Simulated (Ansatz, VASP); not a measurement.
# One calculation of ZrB2, two programs

```
CELL_PARAMETERS angstrom
3.13555 0.00000 0.00000
-1.56778 2.71547 0.00000
0.00000 0.00000 3.48589
ATOMIC_POSITIONS crystal
Zr 0.00000 0.00000 0.00000
B 0.33333 0.66667 0.50000
B 0.66667 0.33333 0.50000
```

Alike in both runs: task relaxation of cell and atoms; functional LDA; k mesh 15 × 15 × 12; occupations gaussian, width 0.1 eV; no spin polarisation.

|  | VASP | Ansatz |
| --- | --- | --- |
| version | VASP 6.6.1 | Ansatz 0.2.0 |
| potentials or method | VASP PAW LDA potentials, release 64 (Zr_sv, B) | scalar-relativistic, plane waves, PAW |
| plane-wave cutoff (eV) | 600 | 420 |
| valence electrons in the cell | 18 | 18 |

|  | VASP | Ansatz | Ansatz less VASP |
| --- | --- | --- | --- |
| gap on the k mesh at the Fermi level, each at its own relaxed structure (eV) | none | none | - |
| relaxed volume (Å³/atom) | 9.90 | 9.88 | -0.016 |
| relaxed cell length with the largest relative difference (Å) | 3.492 | 3.489 | -0.0032 |

A gap of «none» marks a metal or a gap that the smearing closes.
